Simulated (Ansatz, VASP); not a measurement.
## One calculation of Ti, two programs

The input INCAR:

```
SYSTEM = Ti
  PREC = Accurate
  ENCUT = 520
  EDIFF = 1E-6
  ISMEAR = -1
  SIGMA = 0.08
  LREAL = .False.
  LASPH = .True.
  NELM = 80
  ALGO = Normal
  ISIF = 2
  LWAVE = .False.
  LCHARG = .False.
  GGA = PS
  NBANDS = 12
```

Contents of KPOINTS:

```
regular mesh
0
Gamma
  17 17 17
  0 0 0
```

File POSCAR:

```
Ti
1.0
   -1.6731846416      1.6731846416      1.6731846416
    1.6731846416     -1.6731846416      1.6731846416
    1.6731846416      1.6731846416     -1.6731846416
Ti
1
Direct
    0.0000000000      0.0000000000      0.0000000000
```

Input for Ansatz:

```yaml
crystal:
  lattice:
    - [-1.6731846416, 1.6731846416, 1.6731846416]
    - [1.6731846416, -1.6731846416, 1.6731846416]
    - [1.6731846416, 1.6731846416, -1.6731846416]
  atoms:
    - { symbol: Ti, position: [0.0, 0.0, 0.0] }
kpoints:
  mp_grid: { grid: [17, 17, 17] }
  band_path:
    path:
      - [0.0, 0.0, 0.0]
      - [0.5, -0.5, 0.5]
      - [0.0, 0.0, 0.5]
      - [0.0, 0.0, 0.0]
      - [0.25, 0.25, 0.25]
      - [0.5, -0.5, 0.5]
      - [0.25, 0.25, 0.25]
      - [0.0, 0.0, 0.5]
    npoints: 5
scf:
  occupations: { method: fermi_dirac, width: 0.08 }
hamiltonian:
  xc: pbesol
  pseudopotentials: { kind: all_electron, lapw: { basis_error: 0.001 } }
output:
  forces: true
  stress: true
  eigenvalues: true
```

Change from the starting cell: volume scaled by 1.06.

Alike in both runs: task single point; functional PBEsol; k mesh 17 × 17 × 17; occupations fermi-dirac, width 0.08 eV; no spin polarisation.

```csv
,VASP,Ansatz
version,VASP 6.6.1,Ansatz 0.2.0
potentials or method,"VASP PAW PBE potentials, release 64 (Ti_sv)","all-electron LAPW, scalar-relativistic"
plane-wave cutoff (eV),520,see its input
```

```csv
,VASP,Ansatz,Ansatz less VASP
pressure (GPa),-11.3,-11.2,+0.11
```

Ansatz ran all-electron here, so the differences hold the error of VASP's frozen core and of both bases.

Caveats: the PAW data sets were made with another functional, which shifts forces and pressure a little (VASP).
